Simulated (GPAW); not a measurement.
# Dy (P-1) in GPAW: single point with PBE

Aim: the single point of Dy with PBE.

Program: GPAW 26.7.0. These are calculated values, not measurements. Logs are shortened: lines on timing, memory, paths and dates and some standing lists are left out, and cuts for length are marked. The log counts tension as positive stress, the text compression.

## Step 1: The cell of the first run

The typed cell holds 1 atom: a = 3.448 Å, b = 3.518 Å, c = 3.382 Å, α = 109.14°, β = 107.20°, γ = 110.87°.

This isn't the form of Dy at room conditions, which is hcp.

## Step 2: Single point, PBE, collinear spin, ferromagnetic start (cell strained at random at fixed volume)

run.py reads:

```python
from ase.dft.bandgap import bandgap
from ase.io import read, write
from ase.units import GPa
from gpaw import GPAW, PW

atoms = read('Dy.xyz')
atoms.set_initial_magnetic_moments([5.0])

calc = GPAW(mode=PW(800),
            xc='PBE',
            kpts={'size': (9, 9, 9), 'gamma': True},
            occupations={'name': 'fermi-dirac', 'width': 0.05},
            nbands=22,
            convergence={'density': 1e-05, 'energy': 1e-05},
            maxiter=150,
            txt='gpaw.txt')
atoms.calc = calc
energy = atoms.get_potential_energy()
forces = atoms.get_forces()
stress = atoms.get_stress()
calc.write('gs.gpw')
write('result.traj', atoms)
print(f'Energy: {energy:.6f} eV')
print('Forces (eV/A):')
print(forces.round(4))
print('Stress (GPa):', (stress / GPa).round(3))
print('Moments:', calc.get_magnetic_moments().round(3))
print('Fermi level:', round(calc.get_fermi_level(), 4), 'eV')
print(f'Gap: {bandgap(calc)[0]:.4f} eV, direct: {bandgap(calc, direct=True)[0]:.4f} eV')
```

Dy.xyz reads:

```xyz
1
Lattice="-1.9703590000 2.0547710000 1.9450630000 2.0592700000 -2.0273130000 2.0065160000 1.9413850000 1.9983380000 -1.9176050000" Properties=species:S:1:pos:R:3 pbc="T T T"
Dy    -0.0147548922     -0.0385093624      0.0101980617
```

Potentials or basis: GPAW PAW data sets (gpaw-data 1.2.1), pw.

Launch:

```bash
$ OMP_NUM_THREADS=1 python run.py
```

gpaw.txt:

```text
__  _  _
 | _ |_)|_||  |
 |__||  | ||/\| - 26.7.0

Input parameters:
  mode=PW(ecut=800.0),
  convergence={'density': 1e-05, 'energy': 1e-05},
  kpts=MonkhorstPack(size=(9, 9, 9), gamma=True),
  maxiter=150,
  nbands=22,
  occupations=Occupations(name='fermi-dirac', width=0.05),
  xc=XC(name='PBE')

Diagonalizing LCAO Hamiltonian
Converting LCAO to pw mode

       Dy

Atoms  # Å, Bohr magnetons
|   | symbol |         x |         y |        z |    initial magnetic moments |
|---|--------|-----------|-----------|----------|-----------------------------|
| 0 |     Dy | -0.014755 | -0.038509 | 0.010198 | ( 0.0000,  0.0000,  5.0000) |

Unit cell  # Å
| periodic |         x |         y |         z |  lengths |     angles |
|----------|-----------|-----------|-----------|----------|------------|
|      yes | -1.970359 |  2.054771 |  1.945063 | 3.447850 | 109.138703 |
|      yes |  2.059270 | -2.027313 |  2.006516 | 3.518053 | 107.202962 |
|      yes |  1.941385 |  1.998338 | -1.917605 | 3.382239 | 110.865791 |

Number of symmetries: 1
Symmetry operations  # r_c * U_cc + t_c -> r_c
|   | kind |            matrix            |
|---|------|------------------------------|
| 0 |  E   |  1, 0, 0,  0, 1, 0,  0, 0, 1 |

BZ-sampling:
  Number of BZ points: 729
  Number of IBZ points: 365

  Monkhorst-Pack size: [9, 9, 9]
  Monkhorst-Pack shift: [0, 0, 0]

K-points  # in reciprocal-cell coordinates
|     |                                coordinates |     weight |
|-----|--------------------------------------------|------------|
|   0 | (  0.00000000,   0.00000000,   0.00000000) | 0.00137174 |
|   1 | (  0.00000000,   0.00000000,   0.11111111) | 0.00274348 |
|   2 | (  0.00000000,   0.00000000,   0.22222222) | 0.00274348 |
|   3 | (  0.00000000,   0.00000000,   0.33333333) | 0.00274348 |
|   4 | (  0.00000000,   0.00000000,   0.44444444) | 0.00274348 |
|   5 | (  0.00000000,   0.11111111,  -0.44444444) | 0.00274348 |
|   6 | (  0.00000000,   0.11111111,  -0.33333333) | 0.00274348 |
|   7 | (  0.00000000,   0.11111111,  -0.22222222) | 0.00274348 |
|   8 | (  0.00000000,   0.11111111,  -0.11111111) | 0.00274348 |
|   9 | (  0.00000000,   0.11111111,   0.00000000) | 0.00274348 |
| ... |                                            |            |
| 364 | (  0.44444444,   0.44444444,   0.44444444) | 0.00274348 |

Plane wave coefficients: 1666
Cutoff: 800.0 eV

Spin-components: 2 (collinear spins)
Bands:           22
Projectors:      8
Spin-degeneracy: 1
Datatype:        complex128

Density:
  Valence electrons: 20.0
  Components: 2
  Grid points: [24 24 24]
  Charge: 0.0  # |e|

Potential:
  Grid points: [24 24 24]

species:
  Dy:
    name:    Dysprosium
    Z:       66.0
    valence: 20
    core:    46
    charge:  0.0  # [|e|]
    compensation charges:
      type: gauss
      rc: 0.35  # [Å]
      lmax: 2
    cutoffs:
      filter: 1.16  # [Å]
      core: 1.78  # [Å]
    projectors
    | kind |    occ | energy [eV] | rcut [Å] |
    |------|--------|-------------|----------|
    |   5s |  2.000 |     -48.920 |    1.164 |
    |   6s |  2.000 |      -3.747 |    1.164 |
    |   5p |  6.000 |     -25.351 |    1.164 |
    |   6p |  0.000 |      -1.160 |    1.164 |
    |   5d |  0.000 |      -1.171 |    1.164 |
    |   4f | 10.000 |      -3.103 |    1.164 |
    |    d |        |      26.040 |    1.164 |
    |    f |        |      24.108 |    1.164 |

    Using partial waves for Dy as LCAO basis

Reference energy: -330814.454355  # eV

eigensolver:
  PPCG
  Converge bands: occupied
  niter=2

density mixing:
  MSR1-Mixer
  Pratt-step length: 0.05
  Maximum mixing coefficient: 0.75
  Old densities: 10
  SVD Regularization: 0.005
  Good broyden scale: 1.0
  Trust region scale: 1.0
  Backstep threshold: 4.0
  History deletion threshold: 6.0
  Fourier metric: weight=20.0, sigma=0.015

occupation numbers:
  Fermi-Dirac:
    width: 0.0500  # eV

poisson solver:
  ecut: 6400.0  # eV

xc functional:
  name: PBE with 2 nearest neighbor stencil

convergence criteria:
- Maximum integral of absolute [dens]ity change: 1e-05 electrons / valence electron
- Maximum [total energy] change in last 3 cyles: 1e-05 eV / valence electron
- Maximum integral of absolute [eigenst]ate change: 4e-08 eV^2 / valence electron
maximum number of iterations: 150

SCF iterations
|iter     | |      energy | eigst |  dens |  magmom |
|---------|-|-------------|-------|-------|---------|
|iter:   1| |   -9.881336 | -0.14 |       |  +4.8405|
|iter:   2| |   -5.580785 | -1.22 | -0.46 |  +4.7189|
|iter:   3| |   -5.303087 | -1.94 | -1.05 |  +4.6808|
|iter:   4| |   -5.281336 | -3.26 | -1.16 |  +4.7032|
|iter:   5| |   -5.339238 | -3.00 | -1.31 |  +4.7082|
|iter:   6| |   -5.385948 | -2.02 | -1.15 |  +4.7786|
|iter:   7| |   -5.296398 | -2.74 | -1.19 |  +4.7484|
|iter:   8| |   -5.298052 | -4.65 | -1.83 |  +4.7136|
|iter:   9| |   -5.304010 | -4.65 | -1.96 |  +4.6529|
|iter:  10| |   -5.310879 | -4.35 | -2.00 |  +4.5545|
|iter:  11| |   -5.312946 | -5.28 | -2.35 |  +4.5140|
|iter:  12| |   -5.316300 | -4.83 | -2.47 |  +4.4368|
|iter:  13| |   -5.316649 | -5.49 | -2.50 |  +4.4164|
|iter:  14| |   -5.317027 | -5.91 | -3.13 |  +4.4038|
|iter:  15| |   -5.317042 | -7.06 | -3.29 |  +4.4036|
|iter:  16| |   -5.317105c| -6.62 | -3.43 |  +4.4045|
|iter:  17| |   -5.317176c| -6.99 | -3.64 |  +4.4040|
|iter:  18| |   -5.317246c| -6.74 | -3.75 |  +4.4037|
|iter:  19| |   -5.317269c| -7.89c| -3.90 |  +4.4033|
|iter:  20| |   -5.317302c| -7.26 | -4.05 |  +4.4037|
|iter:  21| |   -5.317320c| -7.80c| -4.09 |  +4.4038|
|iter:  22| |   -5.317326c| -7.65c| -4.67 |  +4.4037|
|iter:  23| |   -5.317331c| -7.60c| -4.83 |  +4.4037|
|iter:  24| |   -5.317332c| -8.26c| -4.92 |  +4.4037|
|iter:  25| |   -5.317334c| -8.59c| -5.05c|  +4.4036|

Converged in 25 steps
Energy contributions relative to reference atoms: (reference = -330814.454355)

Energy contributions:
  Kinetic:         -51.365266
  Coulomb:          46.831335
  Zero:              1.156568
  External:          0.000000
  Xc:               -1.874729
  Entropy:          -0.130484
  Spinorbit:         0.000000
  ----------------------------
  Free energy:      -5.382576
  Extrapolated:     -5.317334

dipole moment: (10.428929, 9.944170, 10.925605)  # |e|*Ang

Total magnetic moment: (0.000000, 0.000000, 4.403638)

Local magnetic moments
|        x |        y |        z |
|----------|----------|----------|
| 0.000000 | 0.000000 | 4.512415 |  # Dy   0

Fermi level: 8.484
Eigenvalues  # (at kpt = [0.000, 0.000, 0.000])
| band index |      eig [eV] | occ [0-1] |      eig [eV] | occ [0-1] |
|------------|---------------|-----------|---------------|-----------|
|          0 |       -38.643 |     1.000 |       -36.666 |     1.000 |
|        ... |               |           |               |           |
|          2 |       -14.098 |     1.000 |       -12.676 |     1.000 |
|          3 |       -14.065 |     1.000 |       -12.639 |     1.000 |
|          4 |         3.455 |     1.000 |         3.464 |     1.000 |
|          5 |         4.986 |     1.000 |         8.391 |     0.866 |
|          6 |         4.991 |     1.000 |         8.399 |     0.847 |
|          7 |         5.021 |     1.000 |         8.409 |     0.817 |
|          8 |         5.060 |     1.000 |         8.655 |     0.032 |
|          9 |         5.069 |     1.000 |         8.664 |     0.027 |
|         10 |         5.076 |     1.000 |         8.668 |     0.024 |
|         11 |         5.459 |     1.000 |         8.673 |     0.022 |
|         12 |        10.284 |     0.000 |        10.590 |     0.000 |
|         13 |        10.709 |     0.000 |        11.034 |     0.000 |
|         14 |        10.814 |     0.000 |        11.142 |     0.000 |
|         15 |        12.586 |     0.000 |        13.034 |     0.000 |
|         16 |        12.900 |     0.000 |        13.379 |     0.000 |
|         17 |        19.252 |     0.000 |        19.255 |     0.000 |
|        ... |               |           |               |           |
|         21 |        27.162 |     0.000 |        27.334 |     0.000 |

No gap
No difference between direct/indirect transitions

Forces  # eV/Ang
|       x |        y |        z |
|---------|----------|----------|
| 0.00000 | -0.00000 | -0.00000 |  # Dy   0

Stress tensor  # eV/Ang^3
|         x |         y |         z |
|-----------|-----------|-----------|
| -0.002275 | -0.002737 |  0.006947 |
| -0.002737 | -0.001445 |  0.002620 |
|  0.006947 |  0.002620 | -0.003840 |

# Writing to gs.gpw (mode='')
```

Run time: 20 min. Hardware: 1 thread of Arm Neoverse V1, shared host; peak memory 0.76 GiB.

Results:

| Quantity | Value |
| --- | --- |
| Free energy | -5.3826 eV |
| Pressure | 0.4 GPa |
| Band gap on the k mesh | none (metal or under the smearing width) |
| Net moment | 4.40 μB per cell |
| Site moments | Dy +4.51 μB |

Levels at points of the mesh, in eV from the Fermi level:
Spin up:
| k point | band 8 | band 9 | band 10 | band 11 | band 12 | band 13 | band 14 | band 15 | band 16 | band 17 |
| --- | --- | --- | --- | --- | --- | --- | --- | --- | --- | --- |
| (0.00, 0.00, 0.00) | -3.46 | -3.42 | -3.42 | -3.41 | -3.03 | 1.80 | 2.22 | 2.33 | 4.10 | 4.42 |
Spin down:
| k point | band 4 | band 5 | band 6 | band 7 | band 8 | band 9 | band 10 | band 11 | band 12 | band 13 |
| --- | --- | --- | --- | --- | --- | --- | --- | --- | --- | --- |
| (0.00, 0.00, 0.00) | -21.12 | -5.02 | -0.09 | -0.09 | -0.07 | 0.17 | 0.18 | 0.18 | 0.19 | 2.11 |

Caveat: one-centre terms of the f shell are cut off; the magnetic or orbital state may not be the lowest; spin-orbit coupling is left out, which moves the levels of the heavy elements. The state reached can hang on the start; a lower one may exist.
